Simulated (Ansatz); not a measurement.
# NaH under changes of volume

One of the cells (14.527 Å³/atom); the others are scaled copies at fixed shape and fractional positions:

```
Na H
1.0
     0.00000    2.44000    2.44000
     2.44000    0.00000    2.44000
     2.44000    2.44000    0.00000
Na H
1 1
Direct
  0.00000 0.00000 0.00000
  0.50000 0.50000 0.50000
```

```yaml
Program: Ansatz 0.2.0
Functional: PBE
Potentials_or_basis: Ansatz PAW
Cutoff: "420 eV (not typed: the program's choice for these potentials)"
k_mesh: 9 × 9 × 9
Occupations: fermi-dirac, width 0.05 eV
Spin: no spin polarisation
```

| volume (Å³/atom) | energy over the lowest point (meV/atom) | pressure (GPa) | gap on the mesh (eV) |
| --- | --- | --- | --- |
| 13.655 | ? | ? | ? |
| 13.946 | 0.03 | 0.3 | 4.09 |
| 14.236 | 0.00 | -0.2 | 4.05 |
| 14.527 | 0.80 | -0.7 | 4.01 |
| 14.817 | 2.34 | -1.0 | 3.97 |
| 15.108 | 4.58 | -1.4 | 3.94 |
| 15.398 | 7.44 | -1.7 | 3.90 |

What does the run at 13.655 Å³/atom give?

Energy over the lowest point 0.99 meV/atom; pressure 0.8 GPa; gap on the mesh 4.13 eV.

Worked out: A Birch-Murnaghan fit of order 3 (a polynomial in V^(-2/3)) to the other rows has its minimum at 14.10 Å³/atom with B0 = V·E''(V) = 23 GPa and B' = 3.3. It gives 0.96 meV/atom at 13.655 Å³/atom, against the run's 0.99, and -dE/dV = 0.8 GPa, against 0.8. A straight line through the other rows of the gap, of slope -1.9 eV per unit of ln V, extrapolates to 4.13 eV, against the run's 4.13.

Energies are extrapolated to zero smearing.

Caveats: odd divisions of the mesh miss points on the zone boundary, where band edges often lie, so the gap on the mesh can be too wide.

A mesh can miss the band edges.
